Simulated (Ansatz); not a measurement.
I need a convergence test of the k-point mesh of Si, space group P6/mmm. Use Ansatz's Python interface. Settings (first run): PBE, PAW, the default cutoff (420 eV here), 3×3×3 k-points, cold smearing of 0.15 eV. The script varies mesh: (3, 3, 3), (5, 5, 4), (6, 6, 6), (8, 8, 7), (10, 10, 9), (12, 12, 12).

```xyz
1
Lattice="2.5270 0.0000 0.0000 -1.2635 2.1884 0.0000 0.0000 0.0000 2.3730" Properties=species:S:1:pos:R:3 pbc="T T T"
Si    0.0000    0.0000    0.0000
```

The script, `run_kconv.py`:
```python
"""Convergence of Si with the k-point mesh."""

from dataclasses import dataclass

import ansatz as az
import pandas as pd


@dataclass
class Options:
    functional: str = "pbe"
    width_ev: float = 0.15


cfg = Options()

cell = (
    az.Lattice.of((2.527, 0.0, 0.0), (-1.2635, 2.18845, 0.0), (0.0, 0.0, 2.373))
    .atom("Si", (0.0, 0.0, 0.0))
)

setup = (
    cell.calculation()
    .functional(cfg.functional)
    .occupations(az.OccupationsMethod.COLD, width=cfg.width_ev)
)

rows = []
for value in [(3, 3, 3), (5, 5, 4), (6, 6, 6), (8, 8, 7), (10, 10, 9), (12, 12, 12)]:
    data = setup.kpoints(mesh=value).run(threads=1).report
    rows.append((value, data["free_energy_ev"] / len(data["lattice"]["sites"]), data["n_iterations"], data["n_kpoints"]))

table = pd.DataFrame(rows, columns=["mesh", "F/atom (eV)", "iterations", "k-points"])
print(table.round(5).to_string(index=False))

# differences from the last row
for row in rows[:-1]:
    shift = 1000 * (row[1] - rows[-1][1])
    print(f"{row[0]}: {shift:+.2f} meV/atom" + ("  (within 2 meV)" if abs(shift) < 2 else ""))
```

Output of `python run_kconv.py`:
```text
DeckWarning: basis.ecutwfc = 420 eV, auto-derived from the records' recommended cutoffs: set by Si (normal level)
        mesh  F/atom (eV)  iterations  k-points
   (3, 3, 3)   -634.96349           5         6
   (5, 5, 4)   -635.04623           5        15
   (6, 6, 6)   -635.36028           4        28
   (8, 8, 7)   -635.41089           5        40
 (10, 10, 9)   -635.37096           4        70
(12, 12, 12)   -635.38164           5       133
(3, 3, 3): +418.15 meV/atom
(5, 5, 4): +335.41 meV/atom
(6, 6, 6): +21.36 meV/atom
(8, 8, 7): -29.25 meV/atom
(10, 10, 9): +10.68 meV/atom
```
(Warnings from the package without file and line.)

The free energy holds a sizeable smearing term, which stands for no physical temperature. This isn't the structure that Si takes at ambient conditions. Shifts are counted from the finest mesh, which is itself no proven limit. Finished in 2.2 s on 1 thread of Arm Neoverse V2, with other jobs on the host, peak memory 0.36 GiB.
